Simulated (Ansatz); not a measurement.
Wanted: the native input for an Ansatz 0.2.0 run.

- Task: single point
- Functional: PBE
- Potentials or basis: Ansatz PAW
- Cutoff: 420 eV (not typed: the program's choice for these potentials)
- k mesh: 10 × 10 × 10
- Occupations: gaussian, width 0.024 eV
- Spin: no spin polarisation

Crystal: TiC.

```
CELL_PARAMETERS angstrom
3.04209 0.00000 0.00000
-1.52104 2.63452 0.00000
0.00000 0.00000 2.69797
ATOMIC_POSITIONS crystal
Ti 0.00000 0.00000 0.50000
C 0.33333 0.66667 0.00000
```

The cell was built by a generator and needn't be a form met in nature.

One way to write it, as run:

input.yaml

```yaml
crystal:
  lattice:
    - [3.04209, 0.0, 0.0]
    - [-1.52104, 2.63452, 0.0]
    - [0.0, 0.0, 2.69797]
  atoms:
    - { symbol: Ti, position: [0.0, 0.0, 0.5] }
    - { symbol: C, position: [0.33333, 0.66667, 0.0] }
hamiltonian:
  xc: pbe
  pseudopotentials: { kind: paw }
kpoints:
  mp_grid: { grid: [10, 10, 10] }
scf:
  occupations: { method: gaussian, width: 0.024 }
output:
  forces: true
  stress: true
  eigenvalues: true
```

Potentials or basis: Ansatz PAW.

The run is started by

```bash
$ ansatz run input.yaml --threads 2 --pin off --max-ram 5632MiB --backend cpu --events-out ev --progress --plain --runs-dir out
```

It gave:

The pressure is 0.1 GPa. The band gap on the k mesh is none (metal or under the smearing width).

It took 0.84 s on 2 threads of Intel(R) Xeon(R) Platinum 8488C (Sapphire Rapids), with other jobs on the host, peak memory 0.36 GiB.
